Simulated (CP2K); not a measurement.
Write the native input for CP2K 2026.2 that does the following.

| Property | Result |
| --- | --- |
| Task | single point |
| Functional | PBE |
| Potentials or basis | POTENTIAL_UZH Sb GTH-PBE-q5; TZVP-MOLOPT-PBE-GTH basis |
| Density cutoff | 6123 eV |
| k mesh | 8 × 8 × 8 |
| Occupations | gaussian, width 0.1 eV |
| Spin | no spin polarisation |
| SCF solver | diagonalisation with k points |
| Quickstep method | GPW |
| EPS_DEFAULT | 1.0E-10 |
| EPS_SCF | 1.0E-6 |
| MAX_SCF | 100 |
| SCF_GUESS | ATOMIC |
| k points reduced by the point group | yes |
| Mesh centred on Gamma | yes |
| CHOLESKY | OFF |
| EPS_EIGVAL | 1.0E-7 |
| MIXING METHOD | BROYDEN_MIXING |
| MIXING ALPHA | 0.4 |
| NBUFFER | 8 |
| NGRIDS | 4 |
| Basis sets | Sb TZVP-MOLOPT-PBE-GTH-q5 |
| Potentials | Sb GTH-PBE-q5 of POTENTIAL_UZH |
| ADDED_MOS | [8] |
| REL_CUTOFF (Ry) | 60 Ry |
| MIXING BETA (1/bohr) | 1.5 1/bohr |
| CUTOFF of the grids | 450 Ry |

The system is Sb.

```
CELL_PARAMETERS angstrom
3.16000 0.00000 0.00000
0.00000 3.16000 0.00000
0.00000 0.00000 3.16000
ATOMIC_POSITIONS crystal
Sb 0.00000 0.00000 0.00000
```

This isn't the form of Sb at room conditions, which is rhombohedral.

These files were run (other wordings do the same):

sb_scf.inp

```
&GLOBAL
  PROJECT sb_scf
  RUN_TYPE ENERGY_FORCE
  PRINT_LEVEL LOW
&END GLOBAL
&FORCE_EVAL
  METHOD QS
  STRESS_TENSOR ANALYTICAL
  &DFT
    BASIS_SET_FILE_NAME BASIS_MOLOPT_UZH
    POTENTIAL_FILE_NAME POTENTIAL_UZH
    &MGRID
      CUTOFF 450
      REL_CUTOFF 60
      NGRIDS 4
    &END MGRID
    &QS
      METHOD GPW
      EPS_DEFAULT 1.0E-10
    &END QS
    &KPOINTS
      SCHEME MONKHORST-PACK 8 8 8
      GAMMA_CENTERED T
      SYMMETRY T
      SYMMETRY_BACKEND SPGLIB
    &END KPOINTS
    &SCF
      SCF_GUESS ATOMIC
      EPS_SCF 1.0E-6
      MAX_SCF 100
      ADDED_MOS 8
      CHOLESKY OFF
      EPS_EIGVAL 1.0E-7
      &DIAGONALIZATION ON
        ALGORITHM STANDARD
      &END DIAGONALIZATION
      &MIXING ON
        METHOD BROYDEN_MIXING
        ALPHA 0.4
        BETA 1.5
        NBUFFER 8
      &END MIXING
      &SMEAR ON
        METHOD GAUSSIAN
        SIGMA [eV] 0.1
      &END SMEAR
    &END SCF
    &XC
      &XC_FUNCTIONAL PBE
      &END XC_FUNCTIONAL
    &END XC
    &PRINT
      &KPOINTS ON
      &END KPOINTS
      &MULLIKEN ON
      &END MULLIKEN
      &MO ON
        ENERGIES T
        OCCUPATION_NUMBERS T
        &EACH
          QS_SCF 0
        &END EACH
        ADD_LAST NUMERIC
      &END MO
      &LOWDIN ON
      &END LOWDIN
      &HIRSHFELD ON
        SHAPE_FUNCTION DENSITY
      &END HIRSHFELD
      &E_DENSITY_CUBE ON
        STRIDE 1
      &END E_DENSITY_CUBE
      &V_HARTREE_CUBE ON
        STRIDE 1
      &END V_HARTREE_CUBE
      &ELF_CUBE ON
        STRIDE 1
      &END ELF_CUBE
    &END PRINT
  &END DFT
  &SUBSYS
    &CELL
      ABC 3.1600000000 3.1600000000 3.1600000000
      ALPHA_BETA_GAMMA 90.0000000000 90.0000000000 90.0000000000
      PERIODIC XYZ
    &END CELL
    &COORD
      SCALED
      Sb  0.0000000000 0.0000000000 0.0000000000
    &END COORD
    &KIND Sb
      BASIS_SET TZVP-MOLOPT-PBE-GTH-q5
      POTENTIAL GTH-PBE-q5
    &END KIND
    &PRINT
      &ATOMIC_COORDINATES ON
      &END ATOMIC_COORDINATES
      &CELL ON
      &END CELL
    &END PRINT
  &END SUBSYS
  &PRINT
    &FORCES ON
    &END FORCES
    &STRESS_TENSOR ON
    &END STRESS_TENSOR
  &END PRINT
&END FORCE_EVAL
```

Potentials or basis: POTENTIAL_UZH Sb GTH-PBE-q5; TZVP-MOLOPT-PBE-GTH basis.

Launch:

```console
$ OMP_NUM_THREADS=1 cp2k.psmp -i sb_scf.inp -o sb_scf.out
```

It gave:

```
Pressure               : -1.5 GPa
Band gap on the k mesh : none (metal or under the smearing width)
```

Caveat: the basis of atomic orbitals isn't converged, which shifts pressures, moduli and gaps.

Run time: 6.5 s on 1 thread of Intel(R) Xeon(R) Platinum 8488C (Sapphire Rapids), on a shared host, peak memory 0.26 GiB.
